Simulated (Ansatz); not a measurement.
Task: an all-electron equation of state of ZrO2, space group Fm-3m, with Ansatz 0.2.0, Python API. Give the script and its output. Settings (first run): LDA, LAPW, the default cutoff (382 eV here), 6×6×6 k-points, fixed occupations.

```
Zr O
1.0
     0.00000    2.53500    2.53500
     2.53500    0.00000    2.53500
     2.53500    2.53500    0.00000
Zr O
1 2
Direct
  0.00000 0.00000 0.00000
  0.25000 0.25000 0.25000
  0.75000 0.75000 0.75000
```

The script, `eos_lapw_zro2.py`:
```python
'''All-electron equation of state of ZrO2.'''

import ansatz as az
from ase.eos import EquationOfState
from ase.units import GPa
import numpy as np

vectors0 = np.array([
    [0.0, 2.535, 2.535],
    [2.535, 0.0, 2.535],
    [2.535, 2.535, 0.0],
])
sites = [
    ('Zr', (0.0, 0.0, 0.0)),
    ('O', (0.25, 0.25, 0.25)),
    ('O', (0.75, 0.75, 0.75)),
]


def build(cell):
    crystal = az.Crystal(lattice=az.Lattice.of(cell))
    for symbol, position in sites:
        crystal = crystal.atom(symbol, position)
    return crystal

volumes, energies = [], []
for scale in np.linspace(0.94, 1.06, 7):
    cell = vectors0 * scale ** (1 / 3)
    setup = (
        build(cell).calculation()
        .functional('lda')
        .occupations('fixed')
        .kpoints(6, 6, 6)
        .pseudopotentials('all_electron', lapw=True)
    )
    summary = setup.run(threads=1, backend='cpu').report
    volumes.append(abs(np.linalg.det(cell)) / len(sites))
    energies.append(summary['free_energy_ev'] / len(sites))
    print(f'{scale:.3f} {volumes[-1]:9.4f} A^3/atom {energies[-1]:16.5f} eV/atom  (estimated basis error {1000 * summary["lapw_basis_errors"]["total_ev_per_atom"]:.2f} meV/atom)')
v0, e0, bulk = EquationOfState(volumes, energies, eos='birchmurnaghan').fit()
print(f'V0 = {v0:.4f} A^3/atom, B0 = {bulk / GPa:.1f} GPa')
```

```console
$ python eos_lapw_zro2.py
0.940   10.2087 A^3/atom     -33966.30461 eV/atom  (estimated basis error 0.08 meV/atom)
0.960   10.4259 A^3/atom     -33966.31452 eV/atom  (estimated basis error 0.08 meV/atom)
0.980   10.6431 A^3/atom     -33966.31628 eV/atom  (estimated basis error 0.08 meV/atom)
1.000   10.8603 A^3/atom     -33966.31072 eV/atom  (estimated basis error 0.08 meV/atom)
1.020   11.0775 A^3/atom     -33966.29858 eV/atom  (estimated basis error 0.08 meV/atom)
1.040   11.2947 A^3/atom     -33966.28053 eV/atom  (estimated basis error 0.08 meV/atom)
1.060   11.5119 A^3/atom     -33966.25717 eV/atom  (estimated basis error 0.09 meV/atom)
V0 = 10.5838 A^3/atom, B0 = 270.6 GPa
```

A third-order Birch-Murnaghan fit through the 7 points has its minimum at 10.58 Å³ an atom, 2.5 % below the typed cell, with a bulk modulus of 271 GPa and dB/dP = 4.2. From that minimum the energy rises by 11.9 meV an atom on the compressed side and 59.4 meV on the expanded side.

Reading the output:
- All-electron totals depend on functional, relativistic treatment and basis; only differences at equal settings carry meaning.
- Spin is left out of this run.
- Of the deposited cell: the entry's cell lengths or inner coordinates differ somewhat from later room-temperature determinations.
- This is a high-temperature or high-pressure form, not the ambient phase.
- The starting cell is as deposited in a crystallographic database; the results hold for this polymorph, which needn't be the stable one.
- Run time: 47 s on 1 thread of Arm Neoverse V1 (shared host), peak memory 0.38 GiB.
